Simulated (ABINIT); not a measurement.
A calculation with ABINIT 10.8.3 (patched build) of Nb (ASE script, Cartesian positions):

run.py

```python
import json, os
import numpy as np
from ase.units import GPa
from ase.calculators.abinit import Abinit, AbinitProfile
from ase.io import read

atoms = read('Nb.xyz')

profile = AbinitProfile(command='abinit', pp_paths=[os.path.abspath('pseudos')])
params = dict(
    pps='pawxml', xc='PBE',
    ecut=435.3822,
    pawecutdg=870.7644,
    pawxcdev=0,
    kptopt=1,
    ngkpt=[7, 7, 7],
    nshiftk=1,
    shiftk=[0.0, 0.0, 0.0],
    ixc=11,
    nband=24,
    occopt=3,
    tsmear=0.05,
    nstep=100,
    tolvrs=1e-09,
    prtwf=0,
    prtden=0,
)

atoms.calc = Abinit(profile=profile, directory='run', **params)
energy = atoms.get_potential_energy()
forces = atoms.get_forces()
stress = atoms.get_stress()
print(f'energy {energy:.6f} eV')
print('forces (eV/A)')
print(np.round(forces, 5))
print('stress (GPa, Voigt, tension positive)', np.round(stress / GPa, 4))
json.dump(dict(energy=energy, forces=forces.tolist(), stress=stress.tolist(), cell=atoms.cell.tolist(), frac=atoms.get_scaled_positions(wrap=False).tolist()), open('results.json', 'w'))
```

The input Nb.xyz:

```xyz
3
Lattice="3.9852800000 0.0000000000 0.0000000000 0.0000000000 3.9852800000 0.0000000000 0.0000000000 0.0000000000 3.9852800000" Properties=species:S:1:pos:R:3 pbc="T T T"
Nb     1.9926400000      0.0000000000      0.0000000000
Nb     0.0000000000      1.9926400000      0.0000000000
Nb     0.0000000000      0.0000000000      1.9926400000
```

Potentials or basis: JTH PAW PBE v2.0.

Command:

```console
$ python run.py
```

The cell was built by a generator and needn't be a form met in nature.

**Question.** Write the same calculation in another form: native input, structure from a POSCAR.

**Answer.** As run:

File run.abi:

```
# Pseudopotentials
pp_dirpath "./"
pseudos "Nb.GGA_PBE-JTH.xml"

# Structure
structure "poscar:POSCAR"
natom 3

# Plane-wave basis
ecut 16.0
pawecutdg 32.0
pawxcdev 0

# k points
kptopt 1
ngkpt 7 7 7
nshiftk 1
shiftk 0.0 0.0 0.0

# Exchange and correlation
ixc 11

# Bands and occupations
nband 24
occopt 3
tsmear 0.05 eV

# SCF cycle
nstep 100
tolvrs 1.0e-9

# Output
iomode 3
prtwf 0
prtden 0
prteig 0
prtebands 0
enunit 2
```

The input POSCAR:

```
Nb
1.0
    3.9852800000      0.0000000000      0.0000000000
    0.0000000000      3.9852800000      0.0000000000
    0.0000000000      0.0000000000      3.9852800000
Nb
3
Direct
    0.5000000000      0.0000000000      0.0000000000  Nb
    0.0000000000      0.5000000000      0.0000000000  Nb
    0.0000000000      0.0000000000      0.5000000000  Nb
```

Potentials or basis: JTH PAW PBE v2.0.

Command:

```sh
$ abinit run.abi > log 2>&1
```

Both were run:

|  | ASE script, Cartesian positions | native input, structure from a POSCAR |
| --- | --- | --- |
| Pressure | -0.3 GPa | -0.3 GPa |
| Band gap on the k mesh | none (metal or under the smearing width) | none (metal or under the smearing width) |
| Valence electrons inside the program's atomic spheres | Nb 10.25 (radii [1.1753] Å) | Nb 10.25 (radii [1.1753] Å) |

Keys that steer only the numerical path or the files written may differ.
